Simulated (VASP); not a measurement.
A run of VASP 6.6.1 is set up as follows.

File INCAR:

```
PREC = Accurate
ENCUT = 520
EDIFF = 1E-6
ISMEAR = -1
SIGMA = 0.05
LREAL = F
LASPH = T
NELM = 100
ALGO = Fast
ISIF = 2
LWAVE = F
LCHARG = T
MAGMOM = 0 0 0 0 0 0 0 0 0
LORBIT = 11
LSORBIT = T
GGA_COMPAT = F
GGA = PE
LVHAR = T
LVACPOTAV = T
```

The input KPOINTS:

```
Automatic mesh
0
Gamma
  10 10 1
```

The input POSCAR:

```
SnSe2
1.0
    3.8110000000      0.0000000000      0.0000000000
   -1.9055000000      3.3004228138      0.0000000000
    0.0000000000      0.0000000000     21.1000000000
Se Sn
2 1
Direct
    0.6666666667      0.3333333333      0.4265402844
    0.3333333333      0.6666666667      0.5734597156
    0.0000000000      0.0000000000      0.5000000000
```

Potentials or basis: VASP PAW PBE potentials, release 64 (Se, Sn_d).

Command:

```console
$ cat potpaw_PBE.64/Se/POTCAR potpaw_PBE.64/Sn_d/POTCAR > POTCAR
$ mpirun -np 1 vasp_ncl > vasp.out
```

Question: What does it give for the net moment?

Answer: 0.00 μB per cell.

Question: What does it give for the largest force?

Answer: 0.655 eV/Å.

Moments on the atoms (μB; x, y, z):
```
Se  0.00 0.00 0.00
Se  0.00 0.00 0.00
Sn  0.00 0.00 0.00
```
